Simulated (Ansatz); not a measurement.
# AgCl (Chlorargyrite) in Ansatz: the effect of functional

Crystal: AgCl (Chlorargyrite).

```
CELL_PARAMETERS angstrom
0.00000 2.77099 2.77099
2.77099 0.00000 2.77099
2.77099 2.77099 0.00000
ATOMIC_POSITIONS crystal
Ag 0.00000 0.00000 0.00000
Cl 0.50000 0.50000 0.50000
```

The cell isn't the ideal one: volume scaled by 1.04.

Alike in all runs:

* Program: Ansatz 0.2.0
* Task: single point
* Potentials or basis: Ansatz PAW
* k mesh: 8 × 8 × 8
* Occupations: fermi-dirac, width 0.05 eV
* Spin: no spin polarisation

```tsv
functional	cutoff	gap on the mesh (eV)	pressure (GPa)
LDA	420 eV (not typed: the program's choice for these potentials)	0.61	-5.5
PBE	420 eV (not typed: the program's choice for these potentials)	0.91	1.7
PBEsol	420 eV (not typed: the program's choice for these potentials)	?	?
r2SCAN	500 eV (not typed: the program's choice for these potentials)	1.48	0.1
```

Question: What does the run with functional PBEsol give?

Answer: gap on the mesh 0.73 eV; pressure -2.5 GPa.

Caveats: the PAW data sets come from PBE, with cores solved anew for the run's functional, which leaves a small shift of forces and pressure (some runs).

A k mesh can miss the band edges.
